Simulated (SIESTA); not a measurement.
Runs of SIESTA 5.4.2 on Ge. It takes space group Cmcm (No. 63, orthorhombic). Conventional cell: a = 2.976 Å, b = 5.189 Å, c = 4.728 Å, α = 90.00°, β = 90.00°, γ = 90.00°. Ge (site symmetry m2m) has 12 Ge at 2.92 to 2.99 Å as nearest neighbours. This isn't the form of Ge at room conditions, which is diamond.

```csv
task,level,potentials or basis,gap on the mesh (eV),pressure (GPa),V0 of scaled cells (Å³/atom),B0 (GPa)
band structure,PBEsol,"PseudoDojo 0.4 standard (PBEsol files), DZP (energy shift 0.003 Ry; two zetas on semicore shells)",none,1.9,-,-
band structure,LDA,"PseudoDojo 0.4 standard (LDA files), DZP (energy shift 0.003 Ry; two zetas on semicore shells)",none,(a),-,-
equation of state,LDA,"PseudoDojo 0.4 standard (LDA files), DZP (energy shift 0.003 Ry; two zetas on semicore shells)",-,-,18.27,79
equation of state,PBEsol,"PseudoDojo 0.4 standard (PBEsol files), DZP (energy shift 0.003 Ry; two zetas on semicore shells)",-,-,18.66,(b)
```

Alike in all rows: no spin polarisation; cell as given; k mesh 10 × 10 × 6; smearing fermi-dirac 0.05 eV; grid cutoff 800 Ry; energy shift 0.003 Ry.

Question: Estimate the missing entries.

Answer: (a) 0.1; (b) 77.

Caveats: the basis of atomic orbitals isn't converged, which shifts pressures, moduli and gaps; the cell was scaled at fixed shape and fractional positions, which overstates the stiffness of a crystal with free parameters, most of all of layers and chains (some runs).

A k mesh can miss the band edges, and the runs leave out spin-orbit coupling on Ge.

A gap of «none» marks a metal or a gap under the smearing width.

Not every run made on this cell is shown here.
